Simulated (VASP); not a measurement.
# Cl in VASP: a series of runs, part 2 of 2

VASP 6.6.1. Earlier steps stand in the parts before.

## Step 3: Single point, LDA

File INCAR:

```
ALGO     = Normal         # electronic algorithm
EDIFF    = 1E-6           # SCF threshold, eV
ENCUT    = 520            # plane-wave cutoff, eV
GGA      = CA             # functional
ISIF     = 2              # what is computed and relaxed
ISMEAR   = -1             # smearing method
LASPH    = True           # aspherical terms in the spheres
LCHARG   = False          # write CHGCAR
LREAL    = Auto         
LWAVE    = False          # write WAVECAR
NBANDS   = 70             # bands
NELM     = 100            # most SCF steps
PREC     = Accurate       # precision mode
SIGMA    = 0.02           # smearing width, eV
```

File KPOINTS:

```
k-points
0
Gamma
  1 1 1
```

File POSCAR:

```
Cl
1.0
    7.8297350000      0.0000000000      0.0000000000
    0.0000000000      7.8297350000      0.0000000000
    0.0000000000      0.0000000000      7.8297350000
Cl
16
Direct
    0.2988096021      0.4920983916      0.7160012440
    0.0527476345      0.4687387249      0.6323202509
    0.2127019625     -0.0163607070      0.6693202260
    0.2434820591      0.0051981325      0.3816604266
    0.3859262159      0.1475528865      0.9964194190
    0.2104158059     -0.0157859749      1.0341473881
    0.8310115221      0.9113590690      0.0304608010
    0.9015630797      0.8015596952      0.2603791827
    0.6646074229      0.7822231531      0.5399161019
    0.6487448170      0.5521770532      0.6946339819
    0.3524768080      0.5583586162      0.2739173165
    0.5263396526      0.6362412010      0.1190844901
    0.6693202260      1.1421459347      0.5197621631
    0.9189583045      1.0600997352      0.6183989624
    0.9819106266      0.2965234456      0.1834289411
    0.9858315767      0.3247364055     -0.0857628004
```

Potentials or basis: VASP PAW LDA potentials, release 64 (Cl).

Started as:

```
cat potpaw_LDA.64/Cl/POTCAR > POTCAR
mpirun -np 1 vasp_gam > vasp.out
```

OUTCAR:

```text
EDIFF = 1E-6
   ENCUT = 520
   GGA = CA
   ISIF = 2
   ISMEAR = -1
   LASPH = True
   LREAL = Auto
   NELM = 100
   PREC = Accurate

 ion  position               nearest neighbor table
   1  0.299  0.492  0.716-   2 2.04
   2  0.053  0.469  0.632-   1 2.04  16 2.53
   3  0.213  0.984  0.669-   4 2.27  14 2.41
   4  0.243  0.005  0.382-   3 2.27
   5  0.386  0.148  0.996-   6 1.90
   6  0.210  0.984  0.034-   5 1.90
   7  0.831  0.911  0.030-   8 2.07
   8  0.902  0.802  0.260-   7 2.07
   9  0.665  0.782  0.540-  10 2.17
  10  0.649  0.552  0.695-   9 2.17
  11  0.352  0.558  0.274-  12 1.92
  12  0.526  0.636  0.119-  11 1.92
  13  0.669  0.142  0.520-  14 2.20
  14  0.919  0.060  0.618-  13 2.20   3 2.41
  15  0.982  0.297  0.183-  16 2.12
  16  0.986  0.325  0.914-  15 2.12   2 2.53

  LATTYP: Found a simple cubic cell.
 ALAT       =     7.8297350000

  Lattice vectors:

 A1 = (   7.8297350000,   0.0000000000,   0.0000000000)
 A2 = (   0.0000000000,   7.8297350000,   0.0000000000)
 A3 = (   0.0000000000,   0.0000000000,   7.8297350000)

Analysis of symmetry for initial positions (statically):
=====================================================================
 Subroutine PRICEL returns:
 Original cell was already a primitive cell.

 Routine SETGRP: Setting up the symmetry group for a
 simple cubic supercell.

 Subroutine GETGRP returns: Found  1 space group operations
 (whereof  1 operations were pure point group operations)
 out of a pool of 48 trial point group operations.

The static configuration has the point symmetry C_1 .

Analysis of symmetry for dynamics (positions and initial velocities):
=====================================================================
 Subroutine PRICEL returns:
 Original cell was already a primitive cell.

 Routine SETGRP: Setting up the symmetry group for a
 simple cubic supercell.

 Subroutine GETGRP returns: Found  1 space group operations
 (whereof  1 operations were pure point group operations)
 out of a pool of 48 trial point group operations.

The dynamic configuration has the point symmetry C_1 .

 Subroutine INISYM returns: Found  1 space group operations
 (whereof  1 operations are pure point group operations),
 and found     1 'primitive' translations

----------------------------------------------------------------------------------------

                                     Primitive cell

  volume of cell :     479.9999

  direct lattice vectors                    reciprocal lattice vectors
     7.829735000  0.000000000  0.000000000     0.127718243  0.000000000  0.000000000
     0.000000000  7.829735000  0.000000000     0.000000000  0.127718243  0.000000000
     0.000000000  0.000000000  7.829735000     0.000000000  0.000000000  0.127718243

  length of vectors
     7.829735000  7.829735000  7.829735000     0.127718243  0.127718243  0.127718243

  position of ions in fractional coordinates (direct lattice)
     0.298809602  0.492098392  0.716001244
     0.052747635  0.468738725  0.632320251
     0.212701962  0.983639293  0.669320226
     0.243482059  0.005198132  0.381660427
     0.385926216  0.147552887  0.996419419
     0.210415806  0.984214025  0.034147388
[... 8 lines left out ...]
     0.981910627  0.296523446  0.183428941
     0.985831577  0.324736405  0.914237200

  ion indices of the primitive-cell ions
   primitive index   ion index
                 1           1
                 2           2
                 3           3
                 4           4
                 5           5
                 6           6
[... 8 lines left out ...]
                15          15
                16          16

----------------------------------------------------------------------------------------

 KPOINTS: k-points

Automatic generation of k-mesh.
 Grid dimensions read from file:
 generate k-points for:    1    1    1

 Generating k-lattice:

  Cartesian coordinates                     Fractional coordinates (reciprocal lattice)
     0.127718243  0.000000000  0.000000000     1.000000000  0.000000000  0.000000000
     0.000000000  0.127718243  0.000000000     0.000000000  1.000000000  0.000000000
     0.000000000  0.000000000  0.127718243     0.000000000  0.000000000  1.000000000

  Length of vectors
     0.127718243  0.127718243  0.127718243

  Shift w.r.t. Gamma in fractional coordinates (k-lattice)
     0.000000000  0.000000000  0.000000000

 Subroutine IBZKPT returns following result:
 ===========================================

 Found      1 irreducible k-points:

 Following reciprocal coordinates:
            Coordinates               Weight
  0.000000  0.000000  0.000000      1.000000
   k-points           NKPTS =      1   k-points in BZ     NKDIM =      1   number of bands    NBANDS=     70
   number of dos      NEDOS =    301   number of ions     NIONS =     16
   total plane-waves  NPLWV = 216000
   dimension x,y,z NGX =    60 NGY =   60 NGZ =   60
   dimension x,y,z NGXF=   120 NGYF=  120 NGZF=  120
   ions per type =              16
   NGX,Y,Z   is equivalent  to a cutoff of  12.74, 12.74, 12.74 a.u.
   NGXF,Y,Z  is equivalent  to a cutoff of  25.48, 25.48, 25.48 a.u.
 SYSTEM =  unknown system
   PREC   = accura    normal or accurate (medium, high low for compatibility)
   ISTART =      0    job   : 0-new  1-cont  2-samecut
   ICHARG =      2    charge: 1-file 2-atom 10-const
   ISPIN  =      1    spin polarized calculation?
   LNONCOLLINEAR =      F non collinear calculations
   LSORBIT =      F    spin-orbit coupling
   LASPH  =      T    aspherical Exc in radial PAW
   ENCUT  =  520.0 eV  38.22 Ry    6.18 a.u.  14.56 14.56 14.56*2*pi/ulx,y,z
   NELM   =    100;   NELMIN=  2; NELMDL= -5     # of ELM steps
   EDIFF  = 0.1E-05   stopping-criterion for ELM
   LREAL  =      T    real-space projection
   EDIFFG = 0.1E-04   stopping-criterion for IOM
   NSW    =      0    number of steps for IOM
   IBRION =     -1    ionic relax: 0-MD 1-quasi-New 2-CG
   NFREE  =      0    steps in history (QN), initial steepest desc. (CG)
   ISIF   =      2    stress and relaxation
   ISYM   =      2    0-nonsym 1-usesym 2-fastsym
   POTIM  = 0.5000    time-step for ionic-motion
   TEBEG  =    0.0;   TEEND  =   0.0 temperature during run
   PSTRESS=    0.0 pullay stress
   NELECT =     112.0000    total number of electrons
   NUPDOWN=      -1.0000    fix difference up-down
   EMIN   =  10.00;   EMAX   =-10.00  energy-range for DOS
   EFERMI =   0.00;   METHOD = LEGACY
   ISMEAR =    -1;   SIGMA  =   0.02  broadening in eV -4-tet -1-fermi 0-gaus
   EFERMI_NEDOS =   21; number of points for ismear=-14 and -15
   IALGO  =     38    algorithm
   IMIX   =      4    mixing-type and parameters
     AMIX     =   0.40;   BMIX     =  1.00
     AMIX_MAG =   1.60;   BMIX_MAG =  1.00
  volume/ion in A,a.u.               =      30.00       202.45
  Fermi-wavevector in a.u.,A,eV,Ry     =   1.007861  1.904580 13.820565  1.015783
  Thomas-Fermi vector in A             =   2.140692
   LORBIT       =      0    0 simple, 1 ext, 2 COOP (PROOUT), +10 PAW based schemes
   GGA     = CA    functional components
   LHFCALC =     F    Hartree Fock is set to
   AEXX    =    0.0000 exact exchange contribution
   IVDW    =     0    specifies the selected vdW correction
   LEPSILON=     F    determine dielectric tensor
   LRPA    =     F    only Hartree local field effects (RPA)
 non-spin polarized calculation
  energy-cutoff  :      520.00
  volume of cell :      480.00
 maximum number of plane-waves:      6483
 NGX is ok and might be reduce to    60
   NGX = 29   NGY = 29   NGZ = 29

 number of electron     112.0000001 magnetization

 Free energy of the ion-electron system (eV)
  ---------------------------------------------------
  ext. energy  EPLUGINS =         0.00000000
  ---------------------------------------------------
  free energy    TOTEN  =       -34.44748544 eV

  energy without entropy =      -34.44748544  energy(sigma->0) =      -34.44748544

 E-fermi :  -0.0605     XC(G=0):  -8.0072

 val. band max:       -0.5607617132   @ k =   0.0000   0.0000   0.0000
 cond. band min:       0.7560967483   @ k =   0.0000   0.0000   0.0000
 fundamental gap:      1.3168584615
 Fermi energy:        -0.0604568364

 k-point     1 :       0.0000    0.0000    0.0000
  band No.  band energies     occupation
      1     -19.1512      2.00000
      2     -17.7716      2.00000
      3     -17.3948      2.00000
      4     -17.0546      2.00000
      5     -16.7365      2.00000
      6     -16.4476      2.00000
[... 60 lines left out ...]
     67       6.8032      0.00000
     68       6.9624      0.00000
 [bands above 68 left out]

------------------------ aborting loop because EDIFF is reached ----------------------------------------

  FORCE on cell =-STRESS in cart. coord.  units (eV):
  Direction    XX          YY          ZZ          XY          YZ          ZX
  --------------------------------------------------------------------------------------
  -------------------------------------------------------------------------------------
  Total       -0.2061526     -1.8406789    -12.3494562      4.1642194      1.4290675     -2.4013695
  in kB       -0.6881105     -6.1439466    -41.2208770     13.8996221      4.7700414     -8.0154588
  external PRESSURE =     -16.0176447 kB  Pullay stress =       0.0000000 kB

 VOLUME and BASIS-vectors are now :
 -----------------------------------------------------------------------------
  energy-cutoff  :      520.00
  volume of cell :      480.00
      direct lattice vectors                 reciprocal lattice vectors
     7.829735000  0.000000000  0.000000000     0.127718243  0.000000000  0.000000000
     0.000000000  7.829735000  0.000000000     0.000000000  0.127718243  0.000000000
     0.000000000  0.000000000  7.829735000     0.000000000  0.000000000  0.127718243

 POSITION                                       TOTAL-FORCE (eV/Angst)
 -----------------------------------------------------------------------------------
      2.33960      3.85300      5.60610         0.307138      0.387064     -0.650820
      0.41300      3.67010      4.95090        -0.236826      0.059653     -0.119752
      1.66540      7.70163      5.24060         0.333137      0.015499     -0.759559
      1.90640      0.04070      2.98830        -0.241141     -0.344558      0.721684
      3.02170      1.15530      7.80170         1.595931      1.216928     -0.074997
      1.64750      7.70613      0.26736        -0.883636     -1.002177      0.218781
[... 8 lines left out ...]
      7.68810      2.32170      1.43620        -0.050837      0.114580     -0.730551
      7.71880      2.54260      7.15824        -0.156526      0.343597      1.661179
 -----------------------------------------------------------------------------------
    total drift:                                0.000431      0.000351      0.001568

  FREE ENERGIE OF THE ION-ELECTRON SYSTEM (eV)
  ---------------------------------------------------
  free  energy   TOTEN  =       -34.4474854374 eV

  energy  without entropy=      -34.4474854374  energy(sigma->0) =      -34.44748544
```

It took 44 s on 1 thread of Intel Xeon Platinum 8488C (Sapphire Rapids), shared host; peak memory 0.33 GiB.

What came out:

| Quantity | Value |
| --- | --- |
| Free energy | -34.4475 eV |
| Pressure | -1.6 GPa |
| Largest force | 2.008 eV/Å |
| Band gap on the k mesh | 1.32 eV, direct |

Forces on the atoms (eV/Å):
```
Cl   0.307  0.387 -0.651
Cl  -0.237  0.060 -0.120
Cl   0.333  0.015 -0.760
Cl  -0.241 -0.345  0.722
Cl   1.596  1.217 -0.075
Cl  -0.884 -1.002  0.219
Cl   0.337 -0.547  0.809
Cl  -0.454  0.577 -1.349
Cl  -0.677 -1.185  1.308
Cl   0.359  0.504 -1.151
Cl  -0.860 -0.447  0.784
Cl   0.818  0.428 -0.858
Cl   0.780 -0.651  0.671
Cl  -0.970  0.531 -0.480
Cl  -0.051  0.115 -0.731
Cl  -0.157  0.344  1.661
```

## Step 4: Molecular dynamics, LDA

File INCAR:

```
SYSTEM = Cl
  PREC = Accurate
  ENCUT = 520
  EDIFF = 1E-5
  ISMEAR = -1
  SIGMA = 0.02
  LREAL = Auto
  LASPH = .TRUE.
  NELM = 100
  ALGO = Fast
  ISIF = 2
  LWAVE = .FALSE.
  LCHARG = .TRUE.
  GGA = CA
  NBANDS = 70
  IBRION = 0
  NSW = 40
  POTIM = 2.0
  TEBEG = 1500.0
  TEEND = 1500.0
  ISYM = 0
  NELMIN = 4
  RANDOM_SEED = 78359 0 0
  MDALGO = 3
  LANGEVIN_GAMMA = 50
```

File KPOINTS:

```
regular mesh
0
G
  1 1 1
  0 0 0
```

File POSCAR:

```
Cl
1.0
    7.8297350000      0.0000000000      0.0000000000
    0.0000000000      7.8297350000      0.0000000000
    0.0000000000      0.0000000000      7.8297350000
Cl
16
Direct
    0.3377191400      0.5043261200      0.7689733100
    0.2463875700      0.4275576600      0.5357173900
    0.2892286300     -0.0368237500      0.6564533900
    0.2691555700     -0.0144298300      0.3661895100
    0.4569570100      0.1304331500      1.0600572100
    0.2559464600     -0.0108808500      1.0837973000
    0.8047909600      0.9386545600      0.1075983100
    0.8773934800      0.7371483900      0.1891979500
    0.6990948100      0.7096569800      0.6564719400
    0.7107324200      0.4211802500      0.6415276200
    0.2330717900      0.5418555400      0.1655972500
    0.4616247500      0.6382942200      0.3042193200
    0.6953559800      1.0642155100      0.6495416300
    0.9539418300      0.9952662600      0.6711522300
    0.9390910800      0.3276338600      0.2086873400
    0.9295568500      0.3223121200     -0.0532824200
```

Started as:

```
cat potpaw_LDA.64/Cl/POTCAR > POTCAR
mpirun -np 1 vasp_gam > vasp.out
```

Wall time 14 min (1 thread of Intel Xeon Platinum 8488C (Sapphire Rapids), shared host); peak memory 0.39 GiB.

The path:
| step | potential energy change (eV) | largest force (eV/Å) | pressure (GPa) | volume (Å³) | temperature (K) |
| --- | --- | --- | --- | --- | --- |
| 1 | 0.0000 | 5.7857 | -1.46 | 480.00 | 1617 |
| 2 | 0.0500 | 6.4968 | -1.38 | 480.00 | 1603 |
| 3 | 0.1360 | 7.1630 | -1.24 | 480.00 | 1446 |
| 4 | 0.0884 | 6.8543 | -1.26 | 480.00 | 1482 |
| 5 | -0.1207 | 5.2635 | -1.41 | 480.00 | 1667 |
| 6 | -0.2134 | 3.7776 | -1.45 | 480.00 | 1674 |
| 7 | -0.2502 | 2.5125 | -1.47 | 480.00 | 1607 |
| 8 | -0.2283 | 3.3374 | -1.42 | 480.00 | 1496 |
| 9 | -0.2147 | 3.6291 | -1.53 | 480.00 | 1447 |
| 10 | -0.2342 | 3.6880 | -1.55 | 480.00 | 1300 |
| 11 | -0.2492 | 3.8970 | -1.52 | 480.00 | 1347 |
| 12 | -0.3150 | 3.6749 | -1.59 | 480.00 | 1601 |
| 13 | -0.4176 | 2.9514 | -1.68 | 480.00 | 1770 |
| 14 | -0.4907 | 2.4514 | -1.63 | 480.00 | 1675 |
| 15 | -0.5254 | 2.0227 | -1.55 | 480.00 | 1632 |
| 16 | -0.5377 | 1.7502 | -1.50 | 480.00 | 1591 |
| 17 | -0.5346 | 1.8781 | -1.43 | 480.00 | 1438 |
| 18 | -0.5579 | 2.1002 | -1.32 | 480.00 | 1336 |
| 19 | -0.5770 | 2.2632 | -1.20 | 480.00 | 1266 |
| 20 | -0.6023 | 2.5458 | -1.12 | 480.00 | 1352 |
| 21 | -0.6722 | 2.3862 | -1.06 | 480.00 | 1332 |
| 22 | -0.8008 | 2.0247 | -1.18 | 480.00 | 1330 |
| 23 | -0.9323 | 1.8742 | -1.35 | 480.00 | 1172 |
| 24 | -1.0398 | 1.7020 | -1.45 | 480.00 | 1125 |
| 25 | -1.0955 | 1.5672 | -1.55 | 480.00 | 1128 |
| 26 | -1.1120 | 1.5209 | -1.61 | 480.00 | 1163 |
| 27 | -1.1214 | 1.7028 | -1.67 | 480.00 | 1224 |
| 28 | -1.1474 | 1.8537 | -1.70 | 480.00 | 1281 |
| 29 | -1.1702 | 1.8430 | -1.75 | 480.00 | 1155 |
| 30 | -1.1929 | 1.7617 | -1.83 | 480.00 | 1170 |
| 31 | -1.1855 | 1.6225 | -1.89 | 480.00 | 1179 |
| 32 | -1.1825 | 1.4621 | -1.96 | 480.00 | 1249 |
| 33 | -1.1274 | 1.4862 | -2.02 | 480.00 | 1343 |
| 34 | -1.0737 | 1.6694 | -2.15 | 480.00 | 1304 |
| 35 | -0.9714 | 1.8562 | -2.34 | 480.00 | 1463 |
| 36 | -0.8632 | 1.9440 | -2.50 | 480.00 | 1660 |
| 37 | -0.7281 | 2.0079 | -2.57 | 480.00 | 1645 |
| 38 | -0.5883 | 2.0607 | -2.60 | 480.00 | 1658 |
| 39 | -0.4458 | 2.2371 | -2.59 | 480.00 | 1743 |
| 40 | -0.3263 | 2.4031 | -2.65 | 480.00 | 2018 |
